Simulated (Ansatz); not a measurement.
Relaxation of a periodic cell of 25 atoms, Zr₄Si₄HO₁₆ (host ZrSiO4, host structure I4_1/amd, interstitial H), to a largest force component of 0.03 eV/Å in at most 60 steps.

These are results of DFT PBE-D3(BJ), scalar-relativistic, plane waves, PAW (Ansatz 0.2.0), not measurements. Settings: PAW set soft_1, cutoff 420 eV, k mesh 2x2x2, gaussian smearing 0.02 eV, spin collinear.

```xyz
25
Lattice="6.6000 0.0000 0.0000 0.0000 6.6000 0.0000 0.0000 0.0000 5.8800" Properties=species:S:1:pos:R:3:forces:R:3
Zr 0.000 0.000 0.000 0.24 0.12 -0.01
Zr 0.000 3.300 1.470 0.21 -0.10 0.01
Si 0.000 0.000 2.940 0.04 0.03 -0.01
Si 3.300 0.000 1.470 -0.39 -0.18 -0.07
O 0.000 1.320 1.999 -0.02 -1.02 -0.68
O 1.980 0.000 0.529 0.80 0.17 -0.75
O 3.300 1.980 4.939 0.03 1.04 -0.67
O 4.620 0.000 0.529 -0.22 0.79 -0.90
O 3.300 5.280 2.411 -0.19 1.19 2.05
O 1.980 3.300 0.941 0.81 -0.16 0.72
O 3.300 1.320 2.411 0.04 -1.04 0.67
O 1.320 0.000 3.881 -0.96 -0.01 0.70
Zr 3.300 3.300 2.940 -0.12 -0.09 0.00
Zr 3.300 0.000 4.410 -0.15 0.19 -0.16
Si 3.300 3.300 0.000 -0.40 -0.01 0.19
Si 0.000 3.300 4.410 0.03 -0.04 0.00
O 3.300 4.620 4.939 -0.25 -1.22 -2.24
O 5.280 3.300 3.469 0.96 0.02 -0.70
O 0.000 5.280 1.999 -0.06 1.01 -0.70
O 1.320 3.300 3.469 -0.97 0.01 -0.68
O 0.000 1.980 5.351 -0.02 1.02 0.68
O 5.280 0.000 3.881 0.95 -0.02 0.72
O 0.000 4.620 5.351 -0.06 -1.00 0.70
O 4.620 3.300 0.941 -0.24 -0.77 0.89
H 3.823 4.956 0.676 -0.05 0.09 0.23
```

Task: Where does it end, and by what steps?

Result: The run converged. Limits of this set-up: coarse k mesh, a small cell, in which the defect meets its images, a typed lattice constant that wasn't relaxed here. After 7 steps the energy has fallen by 2.115 eV; H25 moved furthest, 0.39 Å.

| step | energy less start (eV) | largest force component (eV/Å) | accepted |
| --- | --- | --- | --- |
| 0 | 0.0000 | 2.237 | yes |
| 1 | -0.9840 | 1.198 | yes |
| 2 | -1.7007 | 1.432 | yes |
| 3 | -2.0820 | 0.246 | yes |
| 4 | -2.0982 | 0.105 | yes |
| 5 | -2.1114 | 0.152 | yes |
| 6 | -2.1136 | 0.061 | yes |
| 7 | -2.1151 | 0.007 | yes |

```xyz
25
Lattice="6.6000 0.0000 0.0000 0.0000 6.6000 0.0000 0.0000 0.0000 5.8800" Properties=species:S:1:pos:R:3
Zr 0.000 0.012 -0.004
Zr 0.000 3.289 1.469
Si -0.018 -0.007 2.939
Si 3.298 -0.005 1.467
O 0.076 1.221 1.889
O 2.075 -0.064 0.406
O 3.195 2.092 4.802
O 4.526 0.236 0.414
O 3.319 5.393 2.565
O 2.075 3.364 1.060
O 3.195 1.209 2.543
O 1.198 -0.072 4.004
Zr 3.277 3.282 2.941
Zr 3.277 0.019 4.404
Si 3.298 3.306 -0.002
Si -0.018 3.307 4.406
O 3.319 4.507 4.780
O 5.358 3.250 3.349
O -0.095 5.377 1.871
O 1.198 3.372 3.341
O 0.076 2.080 5.456
O 5.358 0.050 3.997
O -0.095 4.523 5.475
O 4.526 3.064 1.051
H 4.205 4.950 0.733
```

Whether the end is a true minimum wasn't checked by a vibrational analysis.

Time of the run: 88 s on 4 threads of Intel(R) Xeon(R) Platinum 8259CL CPU @ 2.50GHz (Skylake/Cascade Lake), with other jobs on the host, peak memory 1.1 GiB.
